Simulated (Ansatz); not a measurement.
# LiCl: band gap under strain

How does strain move the band edges of LiCl (rocksalt), and do the functionals agree on it? States: no strain; +2.0 % shear in the xy plane; -1.5 % equal strain in all directions.

The runs shown are made with Ansatz 0.2.0. PAW datasets, plane waves. Spin-unpolarised throughout; all numbers are computed.

### 1 Starting point

The unstrained cell was relaxed with r2SCAN; in each strained cell the atoms were relaxed again with r2SCAN. Names of k-points are those of the unstrained zone, where strain can split equivalent points. First state: no strain.

Space group Fm-3m (No. 225), cubic; a = 5.112 Å in the conventional setting, 16.70 Å³ an atom. Near Li stand 6 Cl at 2.56 Å; near Cl stand 6 Li at 2.56 Å.

Coordinates:

```
CELL_PARAMETERS angstrom
0.00000 2.55604 2.55604
2.55604 0.00000 2.55604
2.55604 2.55604 0.00000
ATOMIC_POSITIONS crystal
Li 0.00000 0.00000 0.00000
Cl 0.50000 0.50000 0.50000
```

### 2 No strain: PBE

Contents of input.yaml:

```yaml
crystal:
  lattice:
    - [0.0, 2.5560369889, 2.5560369889]
    - [2.5560369889, 0.0, 2.5560369889]
    - [2.5560369889, 2.5560369889, 0.0]
  atoms:
    - { symbol: Li, position: [0.0, 0.0, 0.0] }
    - { symbol: Cl, position: [0.5, 0.5, 0.5] }
kpoints:
  mp_grid: { grid: [8, 8, 8] }
  band_path:
    path:
      - [0.0, 0.0, 0.0]
      - [0.5, 0.0, 0.5]
      - [0.625, 0.25, 0.625]
      - [0.375, 0.375, 0.75]
      - [0.5, 0.5, 0.5]
      - [0.5, 0.25, 0.75]
      - [-0.072917, 0.0, 0.072917]
    npoints: 1
hamiltonian:
  xc: pbe
scf:
  occupations: { method: fermi_dirac, width: 0.02 }
  n_extra_bands: 4
output:
  forces: true
  stress: true
  eigenvalues: true
```

Command:

```console
ansatz run input.yaml --threads 2 --pin off --max-ram 2211MiB --backend cpu --events-out ev --progress --plain --runs-dir out
```

After this run come: No strain: r2SCAN; No strain: HSE06; No strain: G0W0@PBE; +2.0 % shear in the xy plane: PBE; +2.0 % shear in the xy plane: r2SCAN; +2.0 % shear in the xy plane: HSE06; +2.0 % shear in the xy plane: G0W0@PBE; -1.5 % equal strain in all directions: PBE; -1.5 % equal strain in all directions: r2SCAN; -1.5 % equal strain in all directions: HSE06; -1.5 % equal strain in all directions: G0W0@PBE.

Q: Predict the outcome of this session.

**Answer**, as computed:

Least gap in eV (negative: overlap), with the change from the unstrained cell in brackets. G0W0 is on its own coarse mesh.

```
                                state  volume change (%)           PBE        r2SCAN         HSE06          G0W0
                            no strain               +0.0          6.38          7.29          7.79          8.87
         +2.0 % shear in the xy plane               -0.0  6.32 (-0.06)  7.22 (-0.07)  7.72 (-0.07)  8.80 (-0.07)
-1.5 % equal strain in all directions               -4.4  6.66 (+0.28)  7.59 (+0.30)  8.07 (+0.28)  9.13 (+0.26)
```

In words: With HSE06, of the states in the table -1.5 % equal strain in all directions shifts the gap most, by +0.288 eV. PBE and HSE06 differ by 1.40 eV on the unstrained gap, and by at most 0.02 eV on its change: PBE follows the response to strain far better than the gap itself. No extrapolation in bands, cutoff or mesh was made for G0W0.
